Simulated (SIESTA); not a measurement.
Write the native input for SIESTA 5.4.2 that does the following.

- Task: band structure
- Functional: PBEsol
- Potentials or basis: PseudoDojo 0.4 standard (PBEsol files)
- Basis: DZP (energy shift 0.003 Ry; two zetas on semicore shells)
- Grid cutoff: 800 Ry
- Energy shift: 0.003 Ry
- k mesh: 10 × 10 × 6
- Occupations: fermi-dirac, width 0.05 eV
- Spin: no spin polarisation

The system is Ge.

```
Ge
1.0
     1.48805   -2.59469    0.00000
     1.48805    2.59469    0.00000
     0.00000    0.00000    4.63304
Ge
2
Cartesian
  1.4881 0.8643 1.1583
  1.4881 -0.8643 3.4748
```

The cell isn't the ideal one: cell strained along z.

The input as run:

Ge.fdf

```
SystemName                      Ge
SystemLabel                     Ge
NumberOfSpecies                 1
NumberOfAtoms                   2
%block ChemicalSpeciesLabel
  1  32 Ge
%endblock ChemicalSpeciesLabel

LatticeConstant                 1.0 Ang
%block LatticeVectors
     1.4880529250    -2.5946896100     0.0000000000
     1.4880529250     2.5946896100     0.0000000000
     0.0000000000     0.0000000000     4.6330438742
%endblock LatticeVectors
AtomicCoordinatesFormat         Fractional
%block AtomicCoordinatesAndAtomicSpecies
     0.3334466300     0.6665533700     0.2500000000  1  Ge
     0.6665533700     0.3334466300     0.7500000000  1  Ge
%endblock AtomicCoordinatesAndAtomicSpecies

%block kgrid.MonkhorstPack
   10   0   0  0.0
    0  10   0  0.0
    0   0   6  0.0
%endblock kgrid.MonkhorstPack
XC.Functional                   GGA
XC.Authors                      PBEsol
PAO.BasisSize                   DZP
PAO.EnergyShift                 0.003 Ry
Mesh.Cutoff                     800 Ry
OccupationFunction              FD
ElectronicTemperature           0.05 eV
MaxSCFIterations                120
SCF.MustConverge                false
SCF.Mixer.Method                Pulay
SCF.Mixer.Weight                0.25
SCF.Mixer.History               8
SCF.DM.Tolerance                5.0e-05
SCF.H.Tolerance                 1.0e-03 eV
WriteForces                     true
Charge.Mulliken                 end
BandLinesScale                  ReciprocalLatticeVectors
%block BandLines
    1    0.000000   0.000000   0.000000  \Gamma
   10    0.332225   0.332225   0.000000  X
    5    0.000000   0.500000   0.000000  S
    5    0.000000   0.500000   0.500000  R
    5    0.332225   0.332225   0.500000  A
   10    0.000000   0.000000   0.500000  Z
    5    0.000000   0.000000   0.000000  \Gamma
    9   -0.500000   0.500000   0.000000  Y
    5   -0.332225   0.667775   0.000000  X1
    5   -0.332225   0.667775   0.500000  A1
    5   -0.500000   0.500000   0.500000  T
    5   -0.500000   0.500000   0.000000  Y
    1    0.000000   0.000000   0.500000  Z
    9   -0.500000   0.500000   0.500000  T
%endblock BandLines
%block PAO.Basis
  Ge 4
  n=4 0 2
    5.960 0.000
  n=4 1 2
    8.130 0.000
  n=3 2 2
    3.189 0.000
  n=4 2 1
    8.130
%endblock PAO.Basis
```

Potentials or basis: PseudoDojo 0.4 standard (PBEsol files), DZP (energy shift 0.003 Ry; two zetas on semicore shells).

Run with:

```console
$ siesta Ge.fdf > Ge.out 2>&1
```

It gave:

| Property | Result |
| --- | --- |
| Pressure | 3.5 GPa |
| Largest force | 0.006 eV/Å |
| Band gap on the k mesh | none (metal or under the smearing width) |

Caveat: the basis of atomic orbitals isn't converged, which shifts pressures, moduli and gaps.

Wall time 51 s on 1 thread of Intel(R) Xeon(R) 6975P-C (Granite Rapids), with other jobs on the host, peak memory 0.38 GiB.
